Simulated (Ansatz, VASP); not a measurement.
# One calculation of CdS (Greenockite), two programs

Contents of INCAR:

```
ALGO     = Fast           # electronic algorithm
EDIFF    = 1E-6           # SCF threshold, eV
ENCUT    = 520            # plane-wave cutoff, eV
GGA      = PE             # functional
ISIF     = 2              # what is computed and relaxed
ISMEAR   = 0              # smearing method
IVDW     = 13             # dispersion correction
LASPH    = T              # aspherical terms in the spheres
LCHARG   = F              # write CHGCAR
LREAL    = F              # projectors in reciprocal space
LWAVE    = F              # write WAVECAR
NBANDS   = 26             # bands
NELM     = 100            # most SCF steps
PREC     = Accurate       # precision mode
SIGMA    = 0.01           # smearing width, eV
```

KPOINTS

```
k-points
0
Gamma
  3 3 2
```

POSCAR

```
CdS
1.0
    4.1500000000      0.0000000000      0.0000000000
   -2.0750000000      3.5940054300      0.0000000000
    0.0000000000      0.0000000000      6.7370000000
Cd S
2 2
Direct
    0.3333333333      0.6666666667      0.0000000000
    0.6666666667      0.3333333333      0.5000000000
    0.3333333333      0.6666666667      0.3750000000
    0.6666666667      0.3333333333      0.8750000000
```

Input for Ansatz:

```yaml
crystal:
  lattice:
    - [4.15, 0.0, 0.0]
    - [-2.075, 3.59400543, 0.0]
    - [0.0, 0.0, 6.737]
  atoms:
    - { symbol: Cd, position: [0.3333333333333333, 0.6666666666666666, 0.0] }
    - { symbol: Cd, position: [0.6666666666666666, 0.3333333333333333, 0.5] }
    - { symbol: S, position: [0.3333333333333333, 0.6666666666666666, 0.375] }
    - { symbol: S, position: [0.6666666666666666, 0.3333333333333333, 0.875] }
basis:
  ecutwfc: 421.77648681281397
kpoints:
  mp_grid:
    grid: [3, 3, 2]
hamiltonian:
  xc: pbe
  dispersion: d4
scf:
  max_iter: 60
  convergence:
    dr2_threshold: 1.0e-09
  occupations:
    method: fixed
  initial_density:
    normalization: atom
output:
  optics:
    de: 0.1
    scissors: 1.0
    nscf_kmesh:
      grid: [7, 7, 4]
```

Alike in both runs: task single point; functional PBE; dispersion D4; k mesh 3 × 3 × 2; no spin polarisation.

|  | VASP | Ansatz |
| --- | --- | --- |
| version | VASP 6.6.1 | Ansatz 0.2.0 |
| potentials or method | VASP PAW PBE potentials, release 64 (Cd, S) | plane waves, PAW |
| plane-wave cutoff (eV) | 520 | 422 |
| occupations | gaussian, width 0.01 eV | fixed |
| valence electrons in the cell | 36 | 52 |

Ansatz gave:

| Quantity | Value |
| --- | --- |
| gap on the k mesh at the Fermi level (eV) | 1.18 |
| dispersion energy (meV/atom) | -309.6 |

Task: Estimate VASP's values.

Result: gap on the k mesh at the Fermi level (eV): 1.18; dispersion energy (meV/atom): -309.4.

The two sets of potentials don't hold the same shells in valence. Ansatz warned: «settled_levels_scf_threshold_loose».

Caveats: the k mesh is coarse (spacing up to 0.58 Å⁻¹), so the values aren't converged. As with any semilocal functional, this PBE gap is likely too small.
